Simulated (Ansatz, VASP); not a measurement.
**Two plane-wave programs on BN**

```
B N
1.0
     2.48895    0.00000    0.00000
    -1.24447    2.15549    0.00000
     0.00000    0.00000    6.49566
B N
2 2
Direct
  0.33333 0.66667 0.25000
  0.66667 0.33333 0.75000
  0.33333 0.66667 0.75000
  0.66667 0.33333 0.25000
```

Alike in both runs: functional LDA; k mesh 12 × 12 × 4; occupations gaussian, width 0.02 eV; no spin polarisation.

Ansatz relaxed the structure, and its values are those at the end. VASP's run is a single point on that final structure, the one shown.

|  | VASP | Ansatz |
| --- | --- | --- |
| version | VASP 6.6.1 | Ansatz 0.2.0 |
| potentials or method | VASP PAW LDA potentials, release 64 (B, N) | scalar-relativistic, plane waves, PAW |
| plane-wave cutoff (eV) | 520 | 420 |
| valence electrons in the cell | 16 | 16 |

Ansatz gave:

| Property | Result |
| --- | --- |
| gap on the k mesh at the Fermi level (eV) | 4.07 |
| least direct gap on the mesh (eV) | 4.49 |
| pressure (GPa) | 0.0 |

Question: Which values does VASP return?

Answer: gap on the k mesh at the Fermi level (eV): 4.05; least direct gap on the mesh (eV): 4.47; pressure (GPa): 0.4.

A k mesh can miss the band edges.
